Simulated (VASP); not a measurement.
# V (Im-3m) in VASP: a series of runs

One crystal, V, is run at these levels: PBE; tasks: relaxation of cell and atoms, electrostatic potential.

All numbers are computed with VASP 6.6.1; they aren't measurements. Logs are shortened: lines on timing, memory, paths and dates and some standing lists are left out, and cuts for length are marked.

## (1) The crystal as given

Symmetry: Im-3m, No. 229, cubic system. The conventional cell has a = 2.950 Å, b = 2.950 Å, c = 2.950 Å, α = 90.00°, β = 90.00°, γ = 90.00°. V (site symmetry m-3m) is surrounded by 8 V at 2.55 Å.

The cell was built by a generator and needn't be a form met in nature.

## (2) Relaxation of cell and atoms, PBE

File INCAR:

```
SYSTEM = V
PREC = Accurate
ENCUT = 700
EDIFF = 1E-6
ISMEAR = 1
SIGMA = 0.1
LREAL = .False.
LASPH = .True.
NELM = 120
ALGO = Normal
ISIF = 3
LWAVE = .False.
LCHARG = .False.
GGA = PE
IBRION = 2
NSW = 40
EDIFFG = -0.005
```

File KPOINTS:

```
Automatic mesh
0
Gamma
  20 20 20
  0 0 0
```

File POSCAR:

```
V
1.0
   -1.4750000000      1.4750000000      1.4750000000
    1.4750000000     -1.4750000000      1.4750000000
    1.4750000000      1.4750000000     -1.4750000000
V
1
Direct
    0.0000000000      0.0000000000      0.0000000000
```

Potentials or basis: VASP PAW PBE potentials, release 64 (V_sv).

The run is started by

```sh
$ cat potpaw_PBE.64/V_sv/POTCAR > POTCAR
$ mpirun -np 1 vasp_std > vasp.out
```

OUTCAR:

```text
SYSTEM = V
   PREC = Accurate
   ENCUT = 700
   EDIFF = 1E-6
   ISMEAR = 1
   LREAL = .False.
   LASPH = .True.
   NELM = 120
   ISIF = 3
   GGA = PE
   IBRION = 2
   NSW = 40
   EDIFFG = -0.005

 ion  position               nearest neighbor table
   1  0.000  0.000  0.000-

  LATTYP: Found a body centered cubic cell.
 ALAT       =     2.9500000000

  Lattice vectors:

 A1 = (  -1.4750000000,   1.4750000000,   1.4750000000)
 A2 = (   1.4750000000,  -1.4750000000,   1.4750000000)
 A3 = (   1.4750000000,   1.4750000000,  -1.4750000000)

Analysis of symmetry for initial positions (statically):
=====================================================================
 Subroutine PRICEL returns:
 Original cell was already a primitive cell.

 Routine SETGRP: Setting up the symmetry group for a
 body centered cubic supercell.

 Subroutine GETGRP returns: Found 48 space group operations
 (whereof 48 operations were pure point group operations)
 out of a pool of 48 trial point group operations.

The static configuration has the point symmetry O_h .

Analysis of symmetry for dynamics (positions and initial velocities):
=====================================================================
 Subroutine PRICEL returns:
 Original cell was already a primitive cell.

 Routine SETGRP: Setting up the symmetry group for a
 body centered cubic supercell.

 Subroutine GETGRP returns: Found 48 space group operations
 (whereof 48 operations were pure point group operations)
 out of a pool of 48 trial point group operations.

The dynamic configuration has the point symmetry O_h .

 Subroutine INISYM returns: Found 48 space group operations
 (whereof 48 operations are pure point group operations),
 and found     1 'primitive' translations

----------------------------------------------------------------------------------------

                                     Primitive cell

  volume of cell :      12.8362

  direct lattice vectors                    reciprocal lattice vectors
    -1.475000000  1.475000000  1.475000000     0.000000000  0.338983051  0.338983051
     1.475000000 -1.475000000  1.475000000     0.338983051  0.000000000  0.338983051
     1.475000000  1.475000000 -1.475000000     0.338983051  0.338983051  0.000000000

  length of vectors
     2.554774941  2.554774941  2.554774941     0.479394428  0.479394428  0.479394428

  position of ions in fractional coordinates (direct lattice)
     0.000000000  0.000000000  0.000000000

  ion indices of the primitive-cell ions
   primitive index   ion index
                 1           1

----------------------------------------------------------------------------------------

 KPOINTS: Automatic mesh

Automatic generation of k-mesh.
 Grid dimensions read from file:
 generate k-points for:   20   20   20

 Generating k-lattice:

  Cartesian coordinates                     Fractional coordinates (reciprocal lattice)
     0.000000000  0.016949153  0.016949153     0.050000000  0.000000000  0.000000000
     0.016949153  0.000000000  0.016949153     0.000000000  0.050000000  0.000000000
     0.016949153  0.016949153  0.000000000     0.000000000  0.000000000  0.050000000

  Length of vectors
     0.023969721  0.023969721  0.023969721

  Shift w.r.t. Gamma in fractional coordinates (k-lattice)
     0.000000000  0.000000000  0.000000000

 Subroutine IBZKPT returns following result:
 ===========================================

 Found    256 irreducible k-points:

 Following reciprocal coordinates:
            Coordinates               Weight
  0.000000  0.000000  0.000000      1.000000
  0.050000  0.000000  0.000000     12.000000
  0.100000  0.000000  0.000000     12.000000
  0.150000  0.000000  0.000000     12.000000
  0.200000  0.000000  0.000000     12.000000
  0.250000  0.000000  0.000000     12.000000
[... 16 lines left out ...]
  0.200000  0.100000  0.000000     48.000000
  0.250000  0.100000  0.000000     48.000000
 [... further k-points ...]
   k-points           NKPTS =    256   k-points in BZ     NKDIM =    256   number of bands    NBANDS=     10
   number of dos      NEDOS =    301   number of ions     NIONS =      1
   total plane-waves  NPLWV =  13824
   dimension x,y,z NGX =    24 NGY =   24 NGZ =   24
   dimension x,y,z NGXF=    48 NGYF=   48 NGZF=   48
   ions per type =               1
   NGX,Y,Z   is equivalent  to a cutoff of  15.62, 15.62, 15.62 a.u.
   NGXF,Y,Z  is equivalent  to a cutoff of  31.23, 31.23, 31.23 a.u.
 SYSTEM =  V
   PREC   = accura    normal or accurate (medium, high low for compatibility)
   ISTART =      0    job   : 0-new  1-cont  2-samecut
   ICHARG =      2    charge: 1-file 2-atom 10-const
   ISPIN  =      1    spin polarized calculation?
   LNONCOLLINEAR =      F non collinear calculations
   LSORBIT =      F    spin-orbit coupling
   LASPH  =      T    aspherical Exc in radial PAW
   ENCUT  =  700.0 eV  51.45 Ry    7.17 a.u.   5.51  5.51  5.51*2*pi/ulx,y,z
   NELM   =    120;   NELMIN=  2; NELMDL= -5     # of ELM steps
   EDIFF  = 0.1E-05   stopping-criterion for ELM
   LREAL  =      F    real-space projection
   EDIFFG = -.5E-02   stopping-criterion for IOM
   NSW    =     40    number of steps for IOM
   IBRION =      2    ionic relax: 0-MD 1-quasi-New 2-CG
   NFREE  =      1    steps in history (QN), initial steepest desc. (CG)
   ISIF   =      3    stress and relaxation
   ISYM   =      2    0-nonsym 1-usesym 2-fastsym
   POTIM  = 0.5000    time-step for ionic-motion
   TEBEG  =    0.0;   TEEND  =   0.0 temperature during run
   PSTRESS=    0.0 pullay stress
   NELECT =      13.0000    total number of electrons
   NUPDOWN=      -1.0000    fix difference up-down
   EMIN   =  10.00;   EMAX   =-10.00  energy-range for DOS
   EFERMI =   0.00;   METHOD = LEGACY
   ISMEAR =     1;   SIGMA  =   0.10  broadening in eV -4-tet -1-fermi 0-gaus
   EFERMI_NEDOS =   21; number of points for ismear=-14 and -15
   IALGO  =     38    algorithm
   IMIX   =      4    mixing-type and parameters
     AMIX     =   0.40;   BMIX     =  1.00
     AMIX_MAG =   1.60;   BMIX_MAG =  1.00
  volume/ion in A,a.u.               =      12.84        86.62
  Fermi-wavevector in a.u.,A,eV,Ry     =   1.644033  3.106772 36.774443  2.702845
  Thomas-Fermi vector in A             =   2.734067
   LORBIT       =      0    0 simple, 1 ext, 2 COOP (PROOUT), +10 PAW based schemes
   GGA     = PE    functional components
   LHFCALC =     F    Hartree Fock is set to
   AEXX    =    0.0000 exact exchange contribution
   IVDW    =     0    specifies the selected vdW correction
   LEPSILON=     F    determine dielectric tensor
   LRPA    =     F    only Hartree local field effects (RPA)
 conjugate gradient relaxation of ions
 non-spin polarized calculation
 Methfessel and Paxton  Order N= 1 SIGMA  =   0.10
  energy-cutoff  :      700.00
  volume of cell :       12.84
 maximum number of plane-waves:       563
 NGX is ok and might be reduce to    24
   NGX = 11   NGY = 11   NGZ = 11

--------------------------------------- Ionic step        1  -------------------------------------------

 number of electron      12.9999998 magnetization

 Free energy of the ion-electron system (eV)
  ---------------------------------------------------
  ext. energy  EPLUGINS =         0.00000000
  ---------------------------------------------------
  free energy    TOTEN  =        -8.97382978 eV

  energy without entropy =       -8.97372696  energy(sigma->0) =       -8.97379551

 E-fermi :  10.3085     XC(G=0): -13.1684

 val. band max:       10.3019471718   @ k =  -0.3500   0.4500   0.0500
 cond. band min:      10.3174162207   @ k =   0.3000   0.0000   0.0000
 fundamental gap:      0.0154690490
 Fermi energy:        10.3084794193

 k-point     1 :       0.0000    0.0000    0.0000
  band No.  band energies     occupation
      1     -53.3515      2.00000
      2     -26.5686      2.00000
      3     -26.5686      2.00000
      4     -26.5686      2.00000
      5       3.6348      2.00000
      6      10.7366     -0.00000
      7      10.7366     -0.00000
      8      10.7366     -0.00000
      9      12.8704      0.00000
     10      12.8704      0.00000

 k-point     2 :       0.0500    0.0000    0.0000
  band No.  band energies     occupation
      1     -53.3457      2.00000
      2     -26.5954      2.00000
      3     -26.5767      2.00000
      4     -26.5688      2.00000
      5       3.7409      2.00000
      6      10.6900     -0.00000
      7      10.7273     -0.00000
      8      10.8136     -0.00000
      9      12.8149      0.00000
     10      12.8732      0.00000
[... 413 lines left out ...]
 POSITION                                       TOTAL-FORCE (eV/Angst)
 -----------------------------------------------------------------------------------
     -0.00000      0.00000      0.00000         0.000000      0.000000      0.000000
 -----------------------------------------------------------------------------------
    total drift:                                0.000000      0.000000      0.000000

  FREE ENERGIE OF THE ION-ELECTRON SYSTEM (eV)
  ---------------------------------------------------
  free  energy   TOTEN  =        -8.9919736431 eV

  energy  without entropy=       -8.9918603904  energy(sigma->0) =       -8.99193589

--------------------------------------- Ionic step        5  -------------------------------------------

 number of electron      12.9999999 magnetization

 Free energy of the ion-electron system (eV)
  ---------------------------------------------------
  ext. energy  EPLUGINS =         0.00000000
  ---------------------------------------------------
  free energy    TOTEN  =        -8.99197360 eV

  energy without entropy =       -8.99186035  energy(sigma->0) =       -8.99193585

 E-fermi :   9.7056     XC(G=0): -12.9092

 val. band max:        9.7051202301   @ k =   0.3000   0.0500   0.0500
 cond. band min:       9.7066478839   @ k =   0.3000   0.0500   0.0000
 fundamental gap:      0.0015276538
 Fermi energy:         9.7055678151

 k-point     1 :       0.0000    0.0000    0.0000
  band No.  band energies     occupation
      1     -54.0084      2.00000
      2     -27.3083      2.00000
      3     -27.3083      2.00000
      4     -27.3083      2.00000
      5       3.1283      2.00000
      6      10.1243     -0.00000
      7      10.1243     -0.00000
      8      10.1243     -0.00000
      9      12.1352      0.00000
     10      12.1352      0.00000

 k-point     2 :       0.0500    0.0000    0.0000
  band No.  band energies     occupation
      1     -54.0036      2.00000
      2     -27.3314      2.00000
      3     -27.3154      2.00000
      4     -27.3085      2.00000
      5       3.2298      2.00000
      6      10.0809     -0.00000
      7      10.1157     -0.00000
      8      10.1965     -0.00000
      9      12.0841      0.00000
     10      12.1379      0.00000
[... 308 lines left out ...]
 POSITION                                       TOTAL-FORCE (eV/Angst)
 -----------------------------------------------------------------------------------
     -0.00000      0.00000      0.00000        -0.000000      0.000000      0.000000
 -----------------------------------------------------------------------------------
    total drift:                                0.000000      0.000000      0.000000

  FREE ENERGIE OF THE ION-ELECTRON SYSTEM (eV)
  ---------------------------------------------------
  free  energy   TOTEN  =        -8.9919735973 eV

  energy  without entropy=       -8.9918603527  energy(sigma->0) =       -8.99193585

 reached required accuracy - stopping structural energy minimisation
```

Run time: 80 s. Hardware: 1 thread of Intel Xeon Platinum 8559C (Emerald Rapids), shared host; peak memory 0.18 GiB.

What came out:

- Free energy: -8.9920 eV
- Relaxed volume: 13.46 Å³/atom
- Relaxed cell: a = 2.595 Å, b = 2.595 Å, c = 2.595 Å, α = 109.47°, β = 109.47°, γ = 109.47°
- Space group after relaxing (to 0.05 Å): Im-3m (No. 229)
- Energy gained by relaxing: 18.1 meV/atom
- Ionic steps: 5
- Pressure after relaxing: 0.1 GPa
- Band gap on the k mesh: none (metal or under the smearing width)

Step by step:
| step | energy change (eV) | largest force (eV/Å) | pressure (GPa) | volume (Å³) |
| --- | --- | --- | --- | --- |
| 1 | 0.0000 | 0.0000 | 9.62 | 12.84 |
| 2 | 0.0103 | 0.0000 | -10.08 | 14.32 |
| 3 | -0.0181 | 0.0000 | -0.10 | 13.47 |
| 4 | -0.0181 | 0.0000 | 0.07 | 13.46 |
| 5 | -0.0181 | 0.0000 | 0.06 | 13.46 |

Final structure:
```cif
data_structure
_symmetry_space_group_name_H-M 'P 1'
_symmetry_Int_Tables_number 1
_cell_length_a 2.5955
_cell_length_b 2.5955
_cell_length_c 2.5955
_cell_angle_alpha 109.471
_cell_angle_beta 109.471
_cell_angle_gamma 109.471
_cell_volume 13.46
loop_
_atom_site_label
_atom_site_type_symbol
_atom_site_fract_x
_atom_site_fract_y
_atom_site_fract_z
_atom_site_occupancy
V1 V 0.00000 0.00000 0.00000 1
```

Levels at points of the mesh, in eV from the Fermi level:
```
           k point  band 5  band 6  band 7  band 8  band 9  band 10
(0.00, 0.00, 0.00)   -6.58    0.42    0.42    0.42    2.43     2.43
(0.50, 0.00, 0.00)   -3.17   -1.12    1.65    2.43    2.79     4.12
(0.50, 0.50, 0.50)   -2.99   -2.99    3.73    3.73    3.73    10.22
```

(Part 1 of 2 ends here.)
